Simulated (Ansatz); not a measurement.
# CdSe (F-43m) in Ansatz: settings compared

Aim: see how the results for CdSe move with the level of theory and the settings. Levels: PBE+D4, RPBE+D4. Tasks: relaxation of cell and atoms.

All numbers are computed with Ansatz 0.2.0; they aren't measurements. Logs are shortened: lines on timing, memory, paths and dates and some standing lists are left out, and cuts for length are marked.

## (1) Starting point

It takes space group F-43m (No. 216, cubic). Conventional cell: a = 6.141 Å, b = 6.141 Å, c = 6.141 Å, α = 90.00°, β = 90.00°, γ = 90.00°. Around Cd (site symmetry -43m) lie 4 Se at 2.66 Å. Se (site symmetry -43m) has 4 Cd at 2.66 Å as nearest neighbours.

Measurements of this composition are mostly on another form, of space group No. 186.

## (2) Relaxation of cell and atoms, PBE+D4

The input, input.yaml:

```yaml
crystal:
  lattice:
    - [0.0, 3.0702711986, 3.0702711986]
    - [3.0702711986, 0.0, 3.0702711986]
    - [3.0702711986, 3.0702711986, 0.0]
  atoms:
    - { symbol: Cd, position: [0.0, 0.0, 0.0] }
    - { symbol: Se, position: [0.25, 0.25, 0.25] }
kpoints:
  mp_grid: { grid: [8, 8, 8] }
scf:
  occupations: { method: fermi_dirac, width: 0.05 }
hamiltonian:
  xc: pbe
  dispersion: d4
  pseudopotentials: { kind: all_electron, lapw: { basis_error: 0.001 } }
output:
  forces: true
  stress: true
relax:
  f_tol: 0.01
  max_steps: 60
  cell: {}
```

Potentials or basis: all-electron LAPW, scalar-relativistic.

Command:

```console
$ ansatz run input.yaml --threads 1 --pin off --max-ram 3072MiB --backend cpu --events-out ev --progress --plain --runs-dir out
```

The log of the run:

```text
Warning: RAYON_NUM_THREADS=1 ignored (pool sized by the plan → 1); use --threads N
The last accepted step is kept in <dir> (removed where the run ends without a failure and the disk answers)
LAPW: plane waves up to 8.689 Å⁻¹, error target 1.0e-3 eV per atom; small_component_spin mean_spin; Se in spheres of 1.241 Å, 24 of its electrons in bands, Dirac shells []; Cd in spheres of 1.338 Å, 20 of its electrons in bands, Dirac shells [] (how accurate: hamiltonian.pseudopotentials.lapw.basis_error, Limitations)
Engine: ansatz 0.2.0, aarch64-unknown-linux-gnu
Pseudopotentials: kind: all_electron
Pseudopotential: Cd, LAPW, valence charge 20, lapw/all_electron/scalar/gaussian/Cd, Koelling and Harmon's equation, gaussian nucleus
Pseudopotential: Se, LAPW, valence charge 24, lapw/all_electron/scalar/gaussian/Se, Koelling and Harmon's equation, gaussian nucleus
Functional definition: PBE
  parameter kappa = 0.804
  parameter beta = 0.06672455060314922
  exchange = pbe_x(kappa = kappa, mu = beta*pi^2/3)
  correlation = pbe_c(beta = beta)
Crystal: 2 atoms, lattice volume = 57.884 Å³
Basis set: ecut = 287.6631921925158 eV, 645 PW (Γ), exchange–correlation at level 2
Bands: 27, of which v1, the nominal top of the filled ones, is band 22 counted from 1 (21 counted from 0)
Symmetry: 24 space group operations
Space group: F-43m (ITA 216), of the structure as read, at distance tolerance 3.9e-5 Å
k-points: 29 of 512 (time reversal used)
Non-local potential: Cd, projectors of the file, none
Non-local potential: Se, projectors of the file, none
Initial density: superposition of atomic densities (chi_scale 0.1, normalization cell, long waves kept (reshape's long-wave potential 0.00 eV rms))
Initial wavefunctions: plane waves of lowest kinetic energy (no species holds an atomic orbital)
Functional: x = pbe(κ = 0.804, μ = 0.2195149727645171), c = pbe(β = 0.06672455060314922)
iter 1 solved again at ethr=2.41e-3 eV; its pass at ethr=1.00e-1 eV (dr2=1.06e0 eV) is discarded
SCF iter   1: F=—  HF=-218363.372325 eV  |F-HF|=—  |Δ(HF+E_count)|=         —  Δρ=2.90e-2  dr2=1.06e0  ethr=2.41e-3  ⟨swp⟩=2.0  Hψ=4892  notcnv=0
preconditioner: auto → none  [insulator: Δε(μ)=1.059 eV  Ē_g=12.367 eV  σ=0.050 eV  W_gap=1.00  n_scr=14 (ndim 8)  ℏωp=20.7 eV  f_vac=0.230  D(μ)=0.00/eV (n_scr^D=0)  ε∞_Penn≈3.8]
iter 2 solved again at ethr=5.54e-5 eV; its pass at ethr=2.41e-3 eV (dr2=2.44e-2 eV) is discarded
SCF iter   2: F=—  HF=-218363.027854 eV  |F-HF|=—  |Δ(HF+E_count)|=   3.44e-1  Δρ=7.63e-3  dr2=2.44e-2  ethr=5.54e-5  ⟨swp⟩=2.0  Hψ=4065  notcnv=0
SCF iter   3: F=—  HF=-218362.991433 eV  |F-HF|=—  |Δ(HF+E_count)|=   3.64e-2  Δρ=4.42e-3  dr2=1.18e-2  ethr=5.54e-5  ⟨swp⟩=3.0  Hψ=2445  notcnv=0
SCF iter   4: F=—  HF=-218362.991390 eV  |F-HF|=—  |Δ(HF+E_count)|=   4.34e-5  Δρ=1.40e-3  dr2=1.05e-3  ethr=2.67e-5  ⟨swp⟩=2.0  Hψ=2235  notcnv=0
SCF iter   5: F=—  HF=-218362.991530 eV  |F-HF|=—  |Δ(HF+E_count)|=   1.39e-4  Δρ=1.90e-4  dr2=1.32e-5  ethr=2.38e-6  ⟨swp⟩=2.0  Hψ=2240  notcnv=0
SCF iter   6: F=—  HF=-218362.991540 eV  |F-HF|=—  |Δ(HF+E_count)|=   1.03e-5  Δρ=4.78e-5  dr2=1.11e-6  ethr=3.00e-8  ⟨swp⟩=3.0  Hψ=2293  notcnv=0
SCF iter   7: F=-218362.991543 eV  HF=-218362.991543 eV  |F-HF|=1.06e-7  |Δ(HF+E_count)|=   2.68e-6  Δρ=8.88e-6  dr2=3.48e-8  ethr=2.51e-9  ⟨swp⟩=3.0  Hψ=2413  notcnv=0
SCF 1 converged in 7 iterations: F = -218362.991543 eV  dr2 = 3.48e-8
relax step   1: F+E_penalty+E_count = -218362.99154264 eV  Δ(F+E_penalty+E_count) = +0.000e0 eV  max|allowed force component| = 9.252e-17 eV/Å  Δτ_max = 0.0000 Å  P = -0.641 GPa  Ω = 57.884 Å³  (7 SCF iters, accepted)
Crystal: 2 atoms, lattice volume = 56.899 Å³
Basis set: ecut = 290.9754379191727 eV, 645 PW (Γ), exchange–correlation at level 2
Initial density: handed on by an earlier stage of this run
Initial wavefunctions: those handed on with the density
iter 1 solved again at ethr=1.19e-7 eV; its pass at ethr=1.00e-1 eV (dr2=5.22e-5 eV) is discarded
SCF iter   1: F=—  HF=-218362.992940 eV  |F-HF|=—  |Δ(HF+E_count)|=         —  Δρ=2.14e-4  dr2=6.01e-5  ethr=1.19e-7  ⟨swp⟩=4.1  Hψ=4260  notcnv=0
preconditioner: auto → none  [insulator: Δε(μ)=0.581 eV  Ē_g=12.850 eV  σ=0.050 eV  W_gap=0.99  n_scr=14 (ndim 8)  ℏωp=20.9 eV  f_vac=0.254  D(μ)=0.00/eV (n_scr^D=0)  ε∞_Penn≈3.6]
SCF iter   2: F=—  HF=-218362.992930 eV  |F-HF|=—  |Δ(HF+E_count)|=   1.05e-5  Δρ=7.42e-5  dr2=5.79e-6  ethr=1.19e-7  ⟨swp⟩=2.0  Hψ=2235  notcnv=0
SCF iter   3: F=—  HF=-218362.992931 eV  |F-HF|=—  |Δ(HF+E_count)|=   6.09e-7  Δρ=3.92e-5  dr2=1.66e-6  ethr=1.31e-8  ⟨swp⟩=3.0  Hψ=2271  notcnv=0
iter 4 solved again at ethr=8.97e-11 eV; its pass at ethr=3.78e-9 eV (dr2=3.95e-8 eV) is discarded
SCF iter   4: F=-218362.992931 eV  HF=-218362.992931 eV  |F-HF|=1.69e-8  |Δ(HF+E_count)|=   5.93e-7  Δρ=8.50e-6  dr2=3.95e-8  ethr=8.97e-11  ⟨swp⟩=2.0  Hψ=3890  notcnv=0
SCF 2 converged in 4 iterations: F = -218362.992931 eV  dr2 = 3.95e-8
relax step   2: F+E_penalty+E_count = -218362.99293123 eV  Δ(F+E_penalty+E_count) = -1.389e-3 eV  max|allowed force component| = 8.327e-17 eV/Å  Δτ_max = 0.0000 Å  P = +0.203 GPa  Ω = 56.899 Å³  (4 SCF iters, accepted)
Crystal: 2 atoms, lattice volume = 57.133 Å³
Basis set: ecut = 290.1798152622383 eV, 645 PW (Γ), exchange–correlation at level 2
iter 1 solved again at ethr=5.59e-9 eV; its pass at ethr=1.00e-1 eV (dr2=2.46e-6 eV) is discarded
SCF iter   1: F=—  HF=-218362.993077 eV  |F-HF|=—  |Δ(HF+E_count)|=         —  Δρ=4.89e-5  dr2=3.26e-6  ethr=5.59e-9  ⟨swp⟩=4.8  Hψ=4287  notcnv=0
preconditioner: auto → none  [insulator: Δε(μ)=0.578 eV  Ē_g=12.828 eV  σ=0.050 eV  W_gap=0.99  n_scr=14 (ndim 8)  ℏωp=20.8 eV  f_vac=0.256  D(μ)=0.00/eV (n_scr^D=0)  ε∞_Penn≈3.6]
iter 2 solved again at ethr=5.21e-10 eV; its pass at ethr=5.59e-9 eV (dr2=2.29e-7 eV) is discarded
SCF iter   2: F=—  HF=-218362.993076 eV  |F-HF|=—  |Δ(HF+E_count)|=   9.54e-7  Δρ=1.47e-5  dr2=2.29e-7  ethr=5.21e-10  ⟨swp⟩=2.0  Hψ=3830  notcnv=0
SCF iter   3: F=-218362.993075 eV  HF=-218362.993076 eV  |F-HF|=2.53e-8  |Δ(HF+E_count)|=   8.59e-8  Δρ=8.05e-6  dr2=7.72e-8  ethr=5.21e-10  ⟨swp⟩=2.0  Hψ=2235  notcnv=0
SCF 3 converged in 3 iterations: F = -218362.993075 eV  dr2 = 7.72e-8
relax step   3: F+E_penalty+E_count = -218362.99307550 eV  Δ(F+E_penalty+E_count) = -1.443e-4 eV  max|allowed force component| = 3.354e-17 eV/Å  Δτ_max = 0.0000 Å  P = -0.005 GPa  Ω = 57.133 Å³  (3 SCF iters, accepted)
iter 1 solved again at ethr=1.75e-10 eV; its pass at ethr=1.00e-1 eV (dr2=7.72e-8 eV) is discarded
SCF iter   1: F=—  HF=-218362.993075 eV  |F-HF|=—  |Δ(HF+E_count)|=         —  Δρ=8.05e-6  dr2=7.72e-8  ethr=1.75e-10  ⟨swp⟩=3.1  Hψ=3615  notcnv=0
preconditioner: auto → none  [insulator: Δε(μ)=0.578 eV  Ē_g=12.829 eV  σ=0.050 eV  W_gap=0.99  n_scr=14 (ndim 8)  ℏωp=20.8 eV  f_vac=0.255  D(μ)=0.00/eV (n_scr^D=0)  ε∞_Penn≈3.6]
SCF iter   2: F=-218362.993075 eV  HF=-218362.993075 eV  |F-HF|=7.86e-10  |Δ(HF+E_count)|=   1.85e-8  Δρ=3.60e-6  dr2=1.17e-8  ethr=1.75e-10  ⟨swp⟩=2.0  Hψ=2235  notcnv=0
SCF 4 converged in 2 iterations: F = -218362.993075 eV  dr2 = 1.17e-8
relax step   4: F+E_penalty+E_count = -218362.99307541 eV  Δ(F+E_penalty+E_count) = +8.367e-8 eV  max|allowed force component| = 3.932e-17 eV/Å  Δτ_max = 0.0000 Å  P = -0.005 GPa  Ω = 57.133 Å³  stress off target by 4.87e-3 GPa  SCF on the basis re-selected at this cell (its energy is not comparable with the rows above)  (2 SCF iters)
basis re-selected at this cell: Δ(F+E_penalty+E_count) = +8.367e-8 eV, ΔP = +0.000 GPa vs the last step (what re-selecting the basis moved, after the strain that the cell walked since its last selection, with what the two solves' SCF thresholds leave and, on support functions, any second-order correction that the steps lacked; it is no measure of the basis error at this ecutwfc). This SCF's stress stands 4.87e-3 GPa from its target on what of the cell is left free (relax.cell.stress_tol is 5.00e-2 GPa) and its largest allowed force component is 3.93e-17 eV/Å (relax.f_tol is 1.00e-2 eV/Å): within both
SCF converged after 2 iterations
Free energy (F): -218362.993075 eV
Harris-Foulkes:  -218362.993075 eV  (|F-HF|=7.86e-10)
Internal energy: -218362.993056 eV  (E = F + TS)
E sigma→0 (E₀):  -218362.993066 eV
Entropy (-TS):   -0.000019 eV (-0.010 meV/atom)
Fermi energy:    8.265375 eV
--- Per-component energies (eV) ---
  E_band       = -2101.084376
  E_kinetic    = 227171.746104
  E_xc         = -6605.916140
  E_electrostatic = -438928.186964  (all electrons and nuclei)
  E_disp       = -0.636056  (pairwise vdW)
  E_smearing   = -0.000019  (= −TS)
  E_closure    = 0.000000  (closes the sum)
  E_atoms      = -218356.868614  (free atoms, spherical and without spin; not in F)
  Σ components = -218362.993075   (vs F -218362.993075, Δ=0.00e0)
  Basis errors (estimates in eV, not in F): energy 4.4e-4 per atom: plane waves 4.1e-4 (2.4e-4 summed), levels above the bands 3.1e-67, relativity 5.4e-8, radial functions 2.6e-5, core shells 1.6e-6; eigenvalues (radial functions only) 6.0e-7; not estimated: angular momenta, meshes, grids; target (lapw.basis_error) 1.0e-3; muffin-tin radii Se 1.236 Å, Cd 1.332 Å
--- Forces (eV/Å), atoms counted from 1 ---
  atom   1  Cd     0.00000000     0.00000000     0.00000000
  atom   2  Se     0.00000000    -0.00000000    -0.00000000
  max |Σ_I F_I| component: 1.85e-17 eV/Å
--- Stress (GPa, compression-positive) ---
       -0.004873      -0.000000      -0.000000
       -0.000000      -0.004873      -0.000000
       -0.000000      -0.000000      -0.004873
  P = ⅓ Tr σ = -0.0049 GPa (-0.049 kbar)
--- Relaxed structure (3 steps of the walk, 3 accepted, 1 SCFs on fresh bases) ---
  F+E_penalty+E_count = -218362.99307541 eV   max|allowed force component| = 3.932e-17 eV/Å   (the final SCF, on the basis selected at the relaxed cell)
  cell:  # Å, volume = 57.1328 Å³
    - [8.025210951810555e-34, 3.0569285387998377, 3.0569285387998373]
    - [3.0569285387998377, -3.4712221974101182e-34, 3.0569285387998373]
    - [3.0569285387998377, 3.0569285387998377, -7.356443372493006e-34]
  atoms:
    - { symbol: Cd, position: [4.652351371235639e-34, -5.645549978578078e-34, -6.900116640484318e-34] }
    - { symbol: Se, position: [0.25, 0.25, 0.25] }
```

It took 33 s on 1 thread of Arm Neoverse V2, shared host; peak memory 0.31 GiB.

Results:

- Free energy: -218362.9931 eV
- Relaxed volume: 28.57 Å³/atom
- Relaxed cell: a = 4.323 Å, b = 4.323 Å, c = 4.323 Å, α = 60.00°, β = 60.00°, γ = 60.00°
- Space group after relaxing (to 0.05 Å): F-43m (No. 216)
- Energy gained by relaxing: 0.8 meV/atom
- Ionic steps: 4
- Pressure after relaxing: 0.0 GPa
- Band gap on the k mesh: 0.58 eV

Step by step:
```tsv
step	energy change (eV)	largest force (eV/Å)	volume (Å³)
1	0.0000	0.0000	57.88
2	-0.0014	0.0000	56.90
3	-0.0015	0.0000	57.13
4	-0.0015	0.0000	57.13
```

Final structure:
```
CELL_PARAMETERS angstrom
0.00000 3.05693 3.05693
3.05693 0.00000 3.05693
3.05693 3.05693 0.00000
ATOMIC_POSITIONS crystal
Cd 0.00000 0.00000 0.00000
Se 0.25000 0.25000 0.25000
```

A k mesh can miss the band edges.

## (3) Relaxation of cell and atoms, RPBE+D4

input.yaml, as its differences from that of step 2:

```diff
@@ -13,3 +13,3 @@
 hamiltonian:
-  xc: pbe
+  xc: rpbe
   dispersion: d4
```

Potentials or basis: all-electron LAPW, scalar-relativistic.

Command:

```console
$ ansatz run input.yaml --threads 1 --pin off --max-ram 3072MiB --backend cpu --events-out ev --progress --plain --runs-dir out
```

Run time: 34 s. Hardware: 1 thread of Arm Neoverse V2, shared host; peak memory 0.31 GiB.

Results (log left out):

- Free energy: -218377.8529 eV
- Relaxed volume: 28.59 Å³/atom
- Relaxed cell: a = 4.324 Å, b = 4.324 Å, c = 4.324 Å, α = 60.00°, β = 60.00°, γ = 60.00°
- Space group after relaxing (to 0.05 Å): F-43m (No. 216)
- Energy gained by relaxing: 0.7 meV/atom
- Ionic steps: 4
- Pressure after relaxing: 0.0 GPa
- Band gap on the k mesh: 0.76 eV

The path:
| step | energy change (eV) | largest force (eV/Å) | volume (Å³) |
| --- | --- | --- | --- |
| 1 | 0.0000 | 0.0000 | 57.88 |
| 2 | -0.0012 | 0.0000 | 56.99 |
| 3 | -0.0013 | 0.0000 | 57.17 |
| 4 | -0.0013 | 0.0000 | 57.17 |

Final structure:
```xyz
2
Lattice="0.0000 3.0576 3.0576 3.0576 0.0000 3.0576 3.0576 3.0576 0.0000" Properties=species:S:1:pos:R:3 pbc="T T T"
Cd    0.0000    0.0000    0.0000
Se    1.5288    1.5288    1.5288
```
